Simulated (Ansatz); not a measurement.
## Mn, alpha-Mn (A12): geometry optimisation

All numbers below come from DFT, m-r2SCAN, plane waves (500 eV) with PAW, scalar-relativistic in Ansatz 0.2.0. (PAW data from PBE, frozen cores regenerated.)

k-point mesh 3×3×3, Fermi-Dirac smearing 0.05 eV, starting moments 3.00, 2.50 ×4, -0.80 ×12, -0.40 ×12 μB. Cell and atoms relax.

Starting structure:

```yaml
crystal:
  lattice:
    - [-4.4, 4.4, 4.4]
    - [4.4, -4.4, 4.4]
    - [4.4, 4.4, -4.4]
  atoms:
    - { symbol: Mn, position: [0.366, 1.0, 1.0], spin: 2.5 }
    - { symbol: Mn, position: [0.609, 0.323, 0.0], spin: -0.8 }
    - { symbol: Mn, position: [0.609, 0.0, 0.323], spin: -0.8 }
    - { symbol: Mn, position: [0.811, 0.633, 1.0], spin: -0.4 }
    - { symbol: Mn, position: [0.811, 0.0, 0.633], spin: -0.4 }
    - { symbol: Mn, position: [0.822, 0.189, 0.189], spin: -0.4 }
    - { symbol: Mn, position: [0.0, 0.366, 0.0], spin: 2.5 }
    - { symbol: Mn, position: [0.323, 0.609, 0.0], spin: -0.8 }
    - { symbol: Mn, position: [0.0, 0.609, 0.323], spin: -0.8 }
    - { symbol: Mn, position: [0.633, 0.811, 0.0], spin: -0.4 }
    - { symbol: Mn, position: [1.0, 0.811, 0.633], spin: -0.4 }
    - { symbol: Mn, position: [0.189, 0.822, 0.189], spin: -0.4 }
    - { symbol: Mn, position: [0.0, 0.0, 0.366], spin: 2.5 }
    - { symbol: Mn, position: [0.0, 0.323, 0.609], spin: -0.8 }
    - { symbol: Mn, position: [0.323, 0.0, 0.609], spin: -0.8 }
    - { symbol: Mn, position: [0.0, 0.633, 0.811], spin: -0.4 }
    - { symbol: Mn, position: [0.633, 1.0, 0.811], spin: -0.4 }
    - { symbol: Mn, position: [0.189, 0.189, 0.822], spin: -0.4 }
    - { symbol: Mn, position: [0.0, 0.0, 0.0], spin: 3.0 }
    - { symbol: Mn, position: [0.634, 0.634, 0.634], spin: 2.5 }
    - { symbol: Mn, position: [0.391, 0.391, 0.714], spin: -0.8 }
    - { symbol: Mn, position: [0.714, 0.391, 0.391], spin: -0.8 }
    - { symbol: Mn, position: [0.391, 0.714, 0.391], spin: -0.8 }
    - { symbol: Mn, position: [0.677, 0.677, 0.286], spin: -0.8 }
    - { symbol: Mn, position: [0.286, 0.677, 0.677], spin: -0.8 }
    - { symbol: Mn, position: [0.677, 0.286, 0.677], spin: -0.8 }
    - { symbol: Mn, position: [0.367, 0.367, 0.178], spin: -0.4 }
    - { symbol: Mn, position: [0.178, 0.367, 0.367], spin: -0.4 }
    - { symbol: Mn, position: [0.367, 0.178, 0.367], spin: -0.4 }
hamiltonian:
  xc: mr2scan
  pseudopotentials:
    kind: paw
    azcp:
      Mn: "pseudopotentials/Mn.paw.azcp"
basis:
  ecutwfc: 500
  fft_grid_basis: typed
kpoints:
  mp_grid: { grid: [3, 3, 3], shift: [0, 0, 0] }
magnetization:
  spin_polarized: true
scf:
  occupations: { method: fermi_dirac, width: 0.05 }
relax:
  max_steps: 60
  f_tol: 0.02
  cell: {}
```

What cell does the relaxation end in?

I-43m (spin ignored) with a = 8.493 Å; 10.56 Å³ per atom against 11.75 at the start (-10.1 %).

How much energy does the relaxation gain?

110.4 meV per atom.

Which magnetic state does it end in?

ferrimagnetic, largest moment 1.95 μB in the atomic sphere; moments -1.95, 0.76 ×4, -0.10 ×12, 0.03 ×12 μB.

m-r²SCAN is r²SCAN on the gauge-invariant kinetic-energy density; without spin polarisation the two are equal.
